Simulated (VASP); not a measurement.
# BN: optical spectrum of independent particles, by functional

BN, P6_3mc (no. 186), 4 atoms in the cell.

| Functional | ε at zero frequency, electronic | Mean energy of the absorption, weighted by Im ε (eV) | Refractive index at 633 nm | Refractive index at 1064 nm | Direct gap on the mesh (eV) | Time (s) |
|---|---|---|---|---|---|---|
| PBE | 4.71 | 12.83 | 2.19 | 2.18 | 8.23 | 3.2 |
| LDA | 4.76 | 12.75 | 2.21 | 2.19 | 8.10 | 2.8 |
| PBEsol | 4.78 | 12.75 | 2.21 | 2.19 | 8.13 | 3.4 |
| r2SCAN | 4.43 | 13.52 | 2.12 | 2.11 | 8.90 | 19 |
| TB-mBJ | 4.16 | 13.94 | 2.06 | 2.04 | 9.61 | 22 |
| RPBE | 4.69 | 12.87 | 2.19 | 2.17 | 8.28 | 3.5 |

Limits: The 8×8×4 mesh is coarse for a spectrum: peaks stand apart that a denser mesh merges; the pull between electron and hole is left out; rows 1, 2, 3, 4, 6: the onset follows the functional's gap, which semilocal functionals usually make too small.

## Input of the first row

INCAR:
```
ALGO = Normal
CSHIFT = 0.1
EDIFF = 1E-7
ENCUT = 460
GGA = PE
ISMEAR = 0
KPAR = 4
LASPH = T
LCHARG = F
LOPTICS = T
LWAVE = T
NBANDS = 32
NEDOS = 2000
PREC = Accurate
SIGMA = 0.02
```

KPOINTS:
```
k-points
0
Gamma
  8 8 4
```

POSCAR:
```
BN
1.0
    2.5539396017      0.0000000000      0.0000000000
   -1.2769698009      2.2117765748      0.0000000000
    0.0000000000      0.0000000000      4.2268550000
N B
2 2
Direct
    0.3333333333      0.6666666667      0.1252760000
    0.6666666667      0.3333333333      0.6252760000
    0.3333333333      0.6666666667      0.4997240000
    0.6666666667      0.3333333333      0.9997240000
```

Commands:
```
cat potpaw_PBE.64/N/POTCAR potpaw_PBE.64/B/POTCAR > POTCAR
mpirun -np 4 vasp_std > vasp.out
```

Changes of the last row against the first:
```
- GGA = PE
+ GGA = RP
```

VASP 6.6.1 took 3.2 s on 4 cores (AMD EPYC 9R45 (Zen 5)), a shared host.
